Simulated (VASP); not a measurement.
# Te2Pt (Moncheite) (P-3m1) in VASP: further runs

Aim: see how the results for Te2Pt (Moncheite) move with the level of theory and the settings. Levels: LDA, PBE+D3(BJ). Tasks: relaxation of cell and atoms.

Everything below comes from runs of VASP 6.6.1. Logs are shortened: lines on timing, memory, paths and dates and some standing lists are left out, and cuts for length are marked.

**1. Starting point**

The structure is trigonal, space group P-3m1 (No. 164). Conventional cell: a = 4.010 Å, b = 4.010 Å, c = 5.201 Å, α = 90.00°, β = 90.00°, γ = 120.00°. Te (site symmetry 3m) is surrounded by 3 Pt at 2.66 Å. Pt (site symmetry -3m) has 6 Te at 2.66 Å as nearest neighbours.

**2. Relaxation of cell and atoms, LDA**

Input file INCAR:

```
SYSTEM = Te2Pt
PREC = Accurate
ENCUT = 600
EDIFF = 1E-6
ISMEAR = 1
SIGMA = 0.1
LREAL = .False.
LASPH = .True.
NELM = 80
ALGO = Normal
ISIF = 3
LWAVE = .False.
LCHARG = .False.
IBRION = 2
NSW = 90
EDIFFG = -0.01
```

Input file KPOINTS:

```
regular mesh
0
Gamma
  12 12 7
  0 0 0
```

Input file POSCAR:

```
Te2Pt
1.0
    4.0100000000      0.0000000000      0.0000000000
   -2.0050000000      3.4727618692      0.0000000000
    0.0000000000      0.0000000000      5.2010000000
Te Pt
2 1
Direct
    0.3333333333      0.6666666667      0.2500000000
    0.6666666667      0.3333333333      0.7500000000
    0.0000000000      0.0000000000      0.0000000000
```

Potentials or basis: VASP PAW LDA potentials, release 64 (Te, Pt).

Launch:

```sh
$ cat potpaw_LDA.64/Te/POTCAR potpaw_LDA.64/Pt/POTCAR > POTCAR
$ mpirun -np 1 vasp_std > vasp.out
```

OUTCAR:

```text
SYSTEM = Te2Pt
   PREC = Accurate
   ENCUT = 600
   EDIFF = 1E-6
   ISMEAR = 1
   LREAL = .False.
   LASPH = .True.
   NELM = 80
   ISIF = 3
   IBRION = 2
   NSW = 90
   EDIFFG = -0.01

 ion  position               nearest neighbor table
   1  0.333  0.667  0.250-   3 2.66   3 2.66   3 2.66   2 3.48   2 3.48   2 3.48   2 3.48   2 3.48
                             2 3.48
   2  0.667  0.333  0.750-   3 2.66   3 2.66   3 2.66   1 3.48   1 3.48   1 3.48   1 3.48   1 3.48
                             1 3.48
   3  0.000  0.000  0.000-   1 2.66   2 2.66   2 2.66   1 2.66   2 2.66   1 2.66

  LATTYP: Found a hexagonal cell.
 ALAT       =     4.0100000000
 C/A-ratio  =     1.2970074813

  Lattice vectors:

 A1 = (   4.0100000000,   0.0000000000,   0.0000000000)
 A2 = (  -2.0050000000,   3.4727618692,   0.0000000000)
 A3 = (   0.0000000000,   0.0000000000,   5.2010000000)

Analysis of symmetry for initial positions (statically):
=====================================================================
 Subroutine PRICEL returns:
 Original cell was already a primitive cell.

 Routine SETGRP: Setting up the symmetry group for a
 hexagonal supercell.

 Subroutine GETGRP returns: Found 12 space group operations
 (whereof 12 operations were pure point group operations)
 out of a pool of 24 trial point group operations.

The static configuration has the point symmetry D_3d.

Analysis of symmetry for dynamics (positions and initial velocities):
=====================================================================
 Subroutine PRICEL returns:
 Original cell was already a primitive cell.

 Routine SETGRP: Setting up the symmetry group for a
 hexagonal supercell.

 Subroutine GETGRP returns: Found 12 space group operations
 (whereof 12 operations were pure point group operations)
 out of a pool of 24 trial point group operations.

The dynamic configuration has the point symmetry D_3d.

 Subroutine INISYM returns: Found 12 space group operations
 (whereof 12 operations are pure point group operations),
 and found     1 'primitive' translations

----------------------------------------------------------------------------------------

                                     Primitive cell

  volume of cell :      72.4280

  direct lattice vectors                    reciprocal lattice vectors
     4.010000000  0.000000000  0.000000000     0.249376559  0.143977623  0.000000000
    -2.005000000  3.472761869  0.000000000     0.000000000  0.287955246  0.000000000
     0.000000000  0.000000000  5.201000000     0.000000000  0.000000000  0.192270717

  length of vectors
     4.010000000  4.010000000  5.201000000     0.287955246  0.287955246  0.192270717

  position of ions in fractional coordinates (direct lattice)
     0.333333333  0.666666667  0.250000000
     0.666666667  0.333333333  0.750000000
     0.000000000  0.000000000  0.000000000

  ion indices of the primitive-cell ions
   primitive index   ion index
                 1           1
                 2           2
                 3           3

----------------------------------------------------------------------------------------

 KPOINTS: regular mesh

Automatic generation of k-mesh.
 Grid dimensions read from file:
 generate k-points for:   12   12    7

 Generating k-lattice:

  Cartesian coordinates                     Fractional coordinates (reciprocal lattice)
     0.020781380  0.011998135  0.000000000     0.083333333  0.000000000  0.000000000
     0.000000000  0.023996271  0.000000000     0.000000000  0.083333333  0.000000000
     0.000000000  0.000000000  0.027467245     0.000000000  0.000000000  0.142857143

  Length of vectors
     0.023996271  0.023996271  0.027467245

  Shift w.r.t. Gamma in fractional coordinates (k-lattice)
     0.000000000  0.000000000  0.000000000

 Subroutine IBZKPT returns following result:
 ===========================================

 Found    112 irreducible k-points:

 Following reciprocal coordinates:
            Coordinates               Weight
  0.000000  0.000000  0.000000      1.000000
  0.083333  0.000000  0.000000      6.000000
  0.166667  0.000000  0.000000      6.000000
  0.250000  0.000000  0.000000      6.000000
  0.333333  0.000000  0.000000      6.000000
  0.416667  0.000000  0.000000      6.000000
[... 16 lines left out ...]
  0.166667  0.000000  0.142857      6.000000
  0.000000  0.166667  0.142857      6.000000
 [... further k-points ...]
   k-points           NKPTS =    112   k-points in BZ     NKDIM =    112   number of bands    NBANDS=     15
   number of dos      NEDOS =    301   number of ions     NIONS =      3
   total plane-waves  NPLWV =  43008
   dimension x,y,z NGX =    32 NGY =   32 NGZ =   42
   dimension x,y,z NGXF=    64 NGYF=   64 NGZF=   84
   ions per type =               2   1
   NGX,Y,Z   is equivalent  to a cutoff of  13.27, 13.27, 13.42 a.u.
   NGXF,Y,Z  is equivalent  to a cutoff of  26.53, 26.53, 26.85 a.u.
 SYSTEM =  Te2Pt
   PREC   = accura    normal or accurate (medium, high low for compatibility)
   ISTART =      0    job   : 0-new  1-cont  2-samecut
   ICHARG =      2    charge: 1-file 2-atom 10-const
   ISPIN  =      1    spin polarized calculation?
   LNONCOLLINEAR =      F non collinear calculations
   LSORBIT =      F    spin-orbit coupling
   LASPH  =      T    aspherical Exc in radial PAW
   ENCUT  =  600.0 eV  44.10 Ry    6.64 a.u.   8.01  8.01 10.39*2*pi/ulx,y,z
   NELM   =     80;   NELMIN=  2; NELMDL= -5     # of ELM steps
   EDIFF  = 0.1E-05   stopping-criterion for ELM
   LREAL  =      F    real-space projection
   EDIFFG = -.1E-01   stopping-criterion for IOM
   NSW    =     90    number of steps for IOM
   IBRION =      2    ionic relax: 0-MD 1-quasi-New 2-CG
   NFREE  =      1    steps in history (QN), initial steepest desc. (CG)
   ISIF   =      3    stress and relaxation
   ISYM   =      2    0-nonsym 1-usesym 2-fastsym
   POTIM  = 0.5000    time-step for ionic-motion
   TEBEG  =    0.0;   TEEND  =   0.0 temperature during run
   PSTRESS=    0.0 pullay stress
   NELECT =      22.0000    total number of electrons
   NUPDOWN=      -1.0000    fix difference up-down
   EMIN   =  10.00;   EMAX   =-10.00  energy-range for DOS
   EFERMI =   0.00;   METHOD = LEGACY
   ISMEAR =     1;   SIGMA  =   0.10  broadening in eV -4-tet -1-fermi 0-gaus
   EFERMI_NEDOS =   21; number of points for ismear=-14 and -15
   IALGO  =     38    algorithm
   IMIX   =      4    mixing-type and parameters
     AMIX     =   0.40;   BMIX     =  1.00
     AMIX_MAG =   1.60;   BMIX_MAG =  1.00
  volume/ion in A,a.u.               =      24.14       162.92
  Fermi-wavevector in a.u.,A,eV,Ry     =   1.100475  2.079597 16.477281  1.211046
  Thomas-Fermi vector in A             =   2.236887
   LORBIT       =      0    0 simple, 1 ext, 2 COOP (PROOUT), +10 PAW based schemes
   GGA     = CA    functional components
   LHFCALC =     F    Hartree Fock is set to
   AEXX    =    0.0000 exact exchange contribution
   IVDW    =     0    specifies the selected vdW correction
   LEPSILON=     F    determine dielectric tensor
   LRPA    =     F    only Hartree local field effects (RPA)
 conjugate gradient relaxation of ions
 non-spin polarized calculation
 Methfessel and Paxton  Order N= 1 SIGMA  =   0.10
  energy-cutoff  :      600.00
  volume of cell :       72.43
 maximum number of plane-waves:      2442
   NGX = 17   NGY = 17   NGZ = 21

--------------------------------------- Ionic step        1  -------------------------------------------

 number of electron      22.0000001 magnetization

 Free energy of the ion-electron system (eV)
  ---------------------------------------------------
  ext. energy  EPLUGINS =         0.00000000
  ---------------------------------------------------
  free energy    TOTEN  =       -16.34320091 eV

  energy without entropy =      -16.34364832  energy(sigma->0) =      -16.34335005

------------------------ aborting loop because EDIFF is reached ----------------------------------------

  FORCE on cell =-STRESS in cart. coord.  units (eV):
  Direction    XX          YY          ZZ          XY          YZ          ZX
  --------------------------------------------------------------------------------------
  -------------------------------------------------------------------------------------
  Total        1.0502753      1.0502753      0.7641065      0.0000000     -0.0000000     -0.0000000
  in kB       23.2331192     23.2331192     16.9027838      0.0000000     -0.0000000     -0.0000000
  external PRESSURE =      21.1230074 kB  Pullay stress =       0.0000000 kB
[... 92 lines left out ...]
  FREE ENERGIE OF THE ION-ELECTRON SYSTEM (eV)
  ---------------------------------------------------
  free  energy   TOTEN  =       -16.3618860184 eV

  energy  without entropy=      -16.3624521398  energy(sigma->0) =      -16.36207473

[... ionic steps 4 to 12 ...]

--------------------------------------- Ionic step       13  -------------------------------------------

 number of electron      22.0000000 magnetization

------------------------ aborting loop because EDIFF is reached ----------------------------------------

  FORCE on cell =-STRESS in cart. coord.  units (eV):
  Direction    XX          YY          ZZ          XY          YZ          ZX
  --------------------------------------------------------------------------------------
  -------------------------------------------------------------------------------------
  Total        0.0333236      0.0333236      0.0456640      0.0000000      0.0000000     -0.0000000
  in kB        0.7512750      0.7512750      1.0294881      0.0000000      0.0000000     -0.0000000
  external PRESSURE =       0.8440127 kB  Pullay stress =       0.0000000 kB
[... 59 lines left out ...]
  energy  without entropy=      -16.3891750542  energy(sigma->0) =      -16.38875354

--------------------------------------- Ionic step       15  -------------------------------------------

 number of electron      22.0000000 magnetization

 Free energy of the ion-electron system (eV)
  ---------------------------------------------------
  ext. energy  EPLUGINS =         0.00000000
  ---------------------------------------------------
  free energy    TOTEN  =       -16.38854235 eV

  energy without entropy =      -16.38917637  energy(sigma->0) =      -16.38875369

 E-fermi :   9.0171     XC(G=0): -10.9025

 val. band max:        9.0047992773   @ k =   0.1667   0.1667   0.0000
 cond. band min:       9.0178711545   @ k =   0.0000   0.3333   0.1429
 fundamental gap:      0.0130718773
 Fermi energy:         9.0171448659

 k-point     1 :       0.0000    0.0000    0.0000
  band No.  band energies     occupation
      1      -5.2778      2.00000
      2      -1.5710      2.00000
      3       2.1057      2.00000
      4       3.1570      2.00000
      5       3.1570      2.00000
      6       5.1828      2.00000
      7       5.1828      2.00000
      8       6.3092      2.00000
      9       8.5104      2.00000
     10       8.5104      2.00000
     11       9.8545     -0.00000
     12       9.8545     -0.00000
     13      10.6668     -0.00000
     14      11.4925      0.00000
     15      13.2792      0.00000
[... 397 lines left out ...]
 k-point    24 :       0.0000    0.1667    0.1429
  band No.  band energies     occupation
      1      -4.8774      2.00000
      2      -2.0304      2.00000
      3       2.4931      2.00000
      4       3.2760      2.00000
      5       3.7276      2.00000
      6       4.6869      2.00000
      7       5.0848      2.00000
      8       5.8571      2.00000
      9       7.1108      2.00000
     10       8.0851      2.00000
     11       9.4740     -0.00000
     12       9.8206     -0.00000
     13      10.2705     -0.00000
     14      12.7220      0.00000
     15      13.4522      0.00000

 [... further k-points ...]

------------------------ aborting loop because EDIFF is reached ----------------------------------------

  FORCE on cell =-STRESS in cart. coord.  units (eV):
  Direction    XX          YY          ZZ          XY          YZ          ZX
  --------------------------------------------------------------------------------------
  -------------------------------------------------------------------------------------
  Total       -0.0043972     -0.0043972      0.0109030     -0.0000000      0.0000000      0.0000000
  in kB       -0.0990946     -0.0990946      0.2457098     -0.0000000      0.0000000      0.0000000
  external PRESSURE =       0.0158402 kB  Pullay stress =       0.0000000 kB
[... 18 lines left out ...]
  FREE ENERGIE OF THE ION-ELECTRON SYSTEM (eV)
  ---------------------------------------------------
  free  energy   TOTEN  =       -16.3885423514 eV

  energy  without entropy=      -16.3891763746  energy(sigma->0) =      -16.38875369

 reached required accuracy - stopping structural energy minimisation
```

Run time: 7.5 min. Hardware: 1 thread of Intel Xeon Platinum 8488C (Sapphire Rapids), shared host; peak memory 0.3 GiB.

Results:

* Free energy: -16.3885 eV
* Relaxed volume: 23.70 Å³/atom
* Relaxed cell: a = 4.023 Å, b = 4.023 Å, c = 5.073 Å, α = 90.00°, β = 90.00°, γ = 120.00°
* Space group after relaxing (to 0.05 Å): P-3m1 (No. 164)
* Energy gained by relaxing: 15.1 meV/atom
* Ionic steps: 15
* Pressure after relaxing: 0.0 GPa
* Largest force after relaxing: 0.005 eV/Å
* Band gap on the k mesh: none (metal or under the smearing width)

Forces in eV/Å, atoms in the order of the input:
```
Te   0.000  0.000 -0.005
Te   0.000  0.000  0.005
Pt   0.000  0.000  0.000
```

The path:
```csv
step,energy change (eV),largest force (eV/Å),pressure (GPa),volume (Å³)
1,0.0000,0.6767,2.11,72.43
2,0.0130,0.1749,-4.36,75.82
3,-0.0187,0.2818,-0.91,73.86
4,-0.0304,0.1891,-0.63,73.12
5,-0.0383,0.0717,0.42,71.08
6,-0.0401,0.0135,0.06,71.71
7,-0.0438,0.0383,-0.28,71.54
8,-0.0446,0.0720,-0.48,71.42
9,-0.0426,0.0786,1.14,70.29
10,-0.0453,0.0226,0.05,71.05
11,-0.0453,0.0129,-0.02,71.10
12,-0.0453,0.0104,-0.03,71.11
13,-0.0453,0.0057,0.08,71.07
14,-0.0453,0.0031,0.04,71.09
15,-0.0453,0.0046,0.00,71.09
```

Final structure:
```cif
data_structure
_symmetry_space_group_name_H-M 'P 1'
_symmetry_Int_Tables_number 1
_cell_length_a 4.0229
_cell_length_b 4.0229
_cell_length_c 5.0727
_cell_angle_alpha 90.000
_cell_angle_beta 90.000
_cell_angle_gamma 120.000
_cell_volume 71.09
loop_
_atom_site_label
_atom_site_type_symbol
_atom_site_fract_x
_atom_site_fract_y
_atom_site_fract_z
_atom_site_occupancy
Te1 Te 0.33333 0.66667 0.26477 1
Te2 Te 0.66667 0.33333 0.73523 1
Pt1 Pt 0.00000 0.00000 0.00000 1
```

Levels at points of the mesh, in eV from the Fermi level:
```
           k point  band 7  band 8  band 9  band 10  band 11  band 12  band 13  band 14  band 15
(0.00, 0.00, 0.00)   -3.83   -2.71   -0.51    -0.51     0.84     0.84     1.65     2.48     4.26
(0.50, 0.00, 0.00)   -3.63   -3.53   -3.47    -3.37    -2.92     0.08     2.71     3.93     5.41
```

**3. Relaxation of cell and atoms, LDA**

This run uses another cell than the first one, of 23.70 Å³/atom, 0.982 times its volume.

Edit INCAR of step 2 so:

```diff
@@ -3,3 +3,3 @@
 ENCUT = 600
-EDIFF = 1E-6
+EDIFF = 1E-7
 ISMEAR = 1
@@ -15,2 +15,2 @@
 NSW = 90
-EDIFFG = -0.01
+EDIFFG = -0.005
```

KPOINTS is that of step 2.

Input file POSCAR:

```
Te2Pt                                   
1.0
    4.0228527791     -0.0000000000     -0.0000000000
   -2.0114263896      3.4838927024     -0.0000000000
    0.0000000000     -0.0000000000      5.0726501017
  Te              Pt            
     2     1
Direct
     0.3333333332999970    0.6666666667000030    0.2647668370607856
     0.6666666667000030    0.3333333332999970    0.7352331629392144
     0.0000000000000000    0.0000000000000000    0.0000000000000000
```

Potentials or basis: VASP PAW LDA potentials, release 64 (Te, Pt).

Launch:

```sh
$ cat potpaw_LDA.64/Te/POTCAR potpaw_LDA.64/Pt/POTCAR > POTCAR
$ mpirun -np 1 vasp_std > vasp.out
```

Run time: 73 s. Hardware: 1 thread of Intel Xeon Platinum 8488C (Sapphire Rapids), shared host; peak memory 0.29 GiB.

The run converged. Its results:

```yaml
Free_energy: -16.3885 eV
Relaxed_volume: 23.70 Å³/atom
Relaxed_cell: a = 4.023 Å, b = 4.023 Å, c = 5.074 Å, α = 90.00°, β = 90.00°, γ = 120.00°
Space_group_after_relaxing_to_0.05_Å: P-3m1 (No. 164)
Energy_gained_by_relaxing: 0.0 meV/atom
Ionic_steps: 2
Pressure_after_relaxing: 0.0 GPa
Largest_force_after_relaxing: 0.005 eV/Å
Band_gap_on_the_k_mesh: none (metal or under the smearing width)
```

Forces in eV/Å, atoms in the order of the input:
```
Te   0.000  0.000 -0.005
Te   0.000  0.000  0.005
Pt   0.000  0.000  0.000
```

Final structure:
```cif
data_structure
_symmetry_space_group_name_H-M 'P 1'
_symmetry_Int_Tables_number 1
_cell_length_a 4.0229
_cell_length_b 4.0229
_cell_length_c 5.0739
_cell_angle_alpha 90.000
_cell_angle_beta 90.000
_cell_angle_gamma 120.000
_cell_volume 71.11
loop_
_atom_site_label
_atom_site_type_symbol
_atom_site_fract_x
_atom_site_fract_y
_atom_site_fract_z
_atom_site_occupancy
Te1 Te 0.33333 0.66667 0.26472 1
Te2 Te 0.66667 0.33333 0.73528 1
Pt1 Pt 0.00000 0.00000 0.00000 1
```

Levels at points of the mesh, in eV from the Fermi level:
| k point | band 9 | band 10 | band 11 | band 12 | band 13 | band 14 |
| --- | --- | --- | --- | --- | --- | --- |
| (0.00, 0.00, 0.00) | -0.51 | -0.51 | 0.84 | 0.84 | 1.65 | 2.48 |
| (0.50, 0.00, 0.00) | -3.47 | -3.37 | -2.92 | 0.08 | 2.71 | 3.93 |

(Continued in part 2 of 2.)
